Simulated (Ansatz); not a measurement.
## Fitting the r2SCAN energy curve of Pd

```cif
data_structure
_symmetry_space_group_name_H-M 'P 1'
_symmetry_Int_Tables_number 1
_cell_length_a 2.7233
_cell_length_b 2.7233
_cell_length_c 2.7233
_cell_angle_alpha 109.471
_cell_angle_beta 109.471
_cell_angle_gamma 109.471
_cell_volume 15.55
loop_
_atom_site_label
_atom_site_type_symbol
_atom_site_fract_x
_atom_site_fract_y
_atom_site_fract_z
_atom_site_occupancy
Pd1 Pd 0.00000 0.00000 0.00000 1
```

This isn't the form of Pd at room conditions, which is fcc.

The cell was scaled at fixed shape and fractions and run with Ansatz, Ansatz PAW, cutoff 500 eV; r2SCAN, k mesh 12 × 12 × 12 on the cell of 1 atom, fermi-dirac occupations of 0.05 eV, no spin polarisation, no spin-orbit coupling. The potentials were made for PBE. Energies are those that the program minimises, any entropy of the smearing included. For a metal such a mesh isn't converged to the digits shown.

```csv
V (Å³/atom),energy over the lowest row (meV/atom)
14.6143,6.37
14.9253,0.00
15.2362,1.20
15.5471,9.03
15.8581,?
16.1690,41.23
16.4800,64.24
```

Problem. Fit the third-order Birch-Murnaghan form, give V0, B0 and B′, and predict the energy left open.

Solution. With y = (V0/V)^(2/3), E = E0 + (9 V0 B0/16) [(y - 1)³ B′ + (y - 1)² (6 - 4y)]. Least squares through the rows shown give V0 = 15.0266 Å³/atom, E0 = -0.39 meV, B0 = 180.2 GPa (1 eV/Å³ = 160.218 GPa) and B′ = 5.54, with a largest miss of 0.01 meV. At V = 15.8581 the form with these constants gives 22.62 meV; the run gave 22.64 meV an atom.

The fitted minimum, at 15.0266 Å³/atom, lies below the volume of the listed cell, so r2SCAN would contract this bcc structure. The bulk modulus of 180.2 GPa marks a stiff metal, as expected where partly filled 4d states still contribute to cohesion late in the transition series. The positive B′ of 5.54 means that resistance to compression grows as the atoms approach. Overlap repulsion and the kinetic energy of the confined electrons then rise faster than the bonding gain from a broader d band, whereas expansion weakens the d-d overlap and softens the lattice.

The omitted energy is recovered closely, but it lies between computed points, so this tests the smoothness of the curve and the quality of the interpolation more than the form's reach at strong compression. Because every point keeps the bcc shape, the positive bulk modulus shows resistance to uniform volume change only, and leaves open whether the lattice would survive a tetragonal shear towards fcc.
